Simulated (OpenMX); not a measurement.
SnSe2:

```
Sn Se
1.0
     3.81100    0.00000    0.00000
    -1.90550    3.30042    0.00000
     0.00000    0.00000    6.13600
Sn Se
1 2
Direct
  0.00000 0.00000 0.00000
  0.66667 0.33333 0.75100
  0.33333 0.66667 0.24900
```

Base run:

- Program: OpenMX 3.8.5
- Functional: PBE
- Potentials or basis: OpenMX 2013 PBE set, Sn7.0-s3p2d1, Se7.0-s3p2d1, grid cutoff 500 Ry
- k mesh: 7 × 7 × 5
- Occupations: fermi-dirac, width 0.05 eV
- Spin: no spin polarisation

Its results: band gap on the k mesh 0.82 eV, indirect (least direct gap 1.18 eV); pressure 7.5 GPa; largest force 1.190 eV/Å.

Task: The run is repeated on the same cell with these changes: potentials or basis from OpenMX 2013 PBE set, Sn7.0-s3p2d1, Se7.0-s3p2d1, grid cutoff 500 Ry to OpenMX 2013 PBE set, Sn7.0-s3p2d2, Se7.0-s3p2d2, grid cutoff 500 Ry. What comes out?

Result: Band gap on the k mesh 0.75 eV, indirect (least direct gap 1.13 eV); pressure 7.0 GPa; largest force 1.110 eV/Å.

Caveats: spin-orbit coupling is left out, which moves the levels of the heavy elements; this functional lacks dispersion, which binds the layers, so the pressure and a relaxed spacing across them are unreliable; the basis of atomic orbitals isn't converged, which shifts pressures, moduli and gaps; forces of over 1 eV/Å show positions far from the minimum, so gaps and moduli don't describe the material at rest.

A k mesh can miss the band edges.
